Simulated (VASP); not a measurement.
# MgO: band gap with a hybrid functional, by functional

MgO, Fm-3m (no. 225), 2 atoms in the cell.

| Functional | Gap, path and mesh (eV) | Direct gap, path and mesh (eV) | Gap on the mesh (eV) | Direct gap at Γ (eV) | Time (s) |
|---|---|---|---|---|---|
| hybrid, METAGGA = R2SCAN AEXX = 0.05 | 6.17 | 6.17 | 6.17 | 6.17 | 81 |
| hybrid, METAGGA = R2SCAN AEXX = 0.1 | 6.60 | 6.60 | 6.60 | 6.60 | 83 |
| hybrid, METAGGA = R2SCAN AEXX = 0.2 | 7.48 | 7.48 | 7.48 | 7.48 | 85 |
| hybrid, METAGGA = R2SCAN AEXX = 0.3 | 8.36 | 8.36 | 8.36 | 8.36 | 90 |
| hybrid, METAGGA = R2SCAN AEXX = 0.5 | 10.16 | 10.16 | 10.16 | 10.16 | 90 |

## Input of the first row

INCAR.step1:
```
SYSTEM = MgO
PREC     = Accurate       ! precision mode
ENCUT    = 450            ! plane-wave cutoff, eV
EDIFF    = 1E-5           ! SCF threshold, eV
ISMEAR   = 0              ! smearing method
SIGMA    = 0.02           ! smearing width, eV
LREAL    = .False.        ! projectors in reciprocal space
LASPH    = .True.         ! aspherical terms in the spheres
GGA_COMPAT= .False.      
ALGO     = Normal         ! electronic algorithm
NELM     = 150            ! most SCF steps
ISIF     = 2              ! what is computed and relaxed
LWAVE    = .True.         ! write WAVECAR
LCHARG   = .False.        ! write CHGCAR
GGA      = PE             ! functional
NBANDS   = 11             ! bands
KPAR     = 4             
```

INCAR.step2, as INCAR.step1 but for:
```
- EDIFF = 1E-5
- LWAVE = .True.
- GGA = PE
+ EDIFF = 1E-6
+ LWAVE = .False.
+ ISTART = 1
+ LHFCALC = .True.
+ METAGGA = R2SCAN
+ AEXX = 0.05
+ PRECFOCK = Fast
+ HFRCUT = -1
+ LMIXTAU = .True.
```

KPOINTS:
```
k-points
0
Gamma
  6 6 6
```

KPOINTS_OPT:
```
path GXWKGLUWLK,UX
4
line-mode
reciprocal
 0.0000000000  0.0000000000  0.0000000000  G
 0.5000000000  0.0000000000  0.5000000000  X

 0.5000000000  0.0000000000  0.5000000000  X
 0.5000000000  0.2500000000  0.7500000000  W

 0.5000000000  0.2500000000  0.7500000000  W
 0.3750000000  0.3750000000  0.7500000000  K

 0.3750000000  0.3750000000  0.7500000000  K
 0.0000000000  0.0000000000  0.0000000000  G

 0.0000000000  0.0000000000  0.0000000000  G
 0.5000000000  0.5000000000  0.5000000000  L

 0.5000000000  0.5000000000  0.5000000000  L
 0.6250000000  0.2500000000  0.6250000000  U

 0.6250000000  0.2500000000  0.6250000000  U
 0.5000000000  0.2500000000  0.7500000000  W

 0.5000000000  0.2500000000  0.7500000000  W
 0.5000000000  0.5000000000  0.5000000000  L

 0.5000000000  0.5000000000  0.5000000000  L
 0.3750000000  0.3750000000  0.7500000000  K

 0.6250000000  0.2500000000  0.6250000000  U
 0.5000000000  0.0000000000  0.5000000000  X
```

POSCAR:
```
MgO
1.0
    0.0000000000      2.0970013927      2.0970013927
    2.0970013927      0.0000000000      2.0970013927
    2.0970013927      2.0970013927      0.0000000000
Mg O
1 1
Direct
    0.0000000000      0.0000000000      0.0000000000
    0.5000000000      0.5000000000      0.5000000000
```

Commands (each step's output is kept before the next begins):
```
cat potpaw_PBE.64/Mg/POTCAR potpaw_PBE.64/O/POTCAR > POTCAR
cp INCAR.step1 INCAR
mpirun -np 4 vasp_std > vasp.out
cp INCAR.step2 INCAR
mpirun -np 4 vasp_std > vasp.out
```

Changes of the last row against the first:
```
(step 2)
- AEXX = 0.05
+ AEXX = 0.5
```

VASP 6.6.1 took 81 s on 4 cores (AMD EPYC 7R13 (Zen 3)), a shared host.
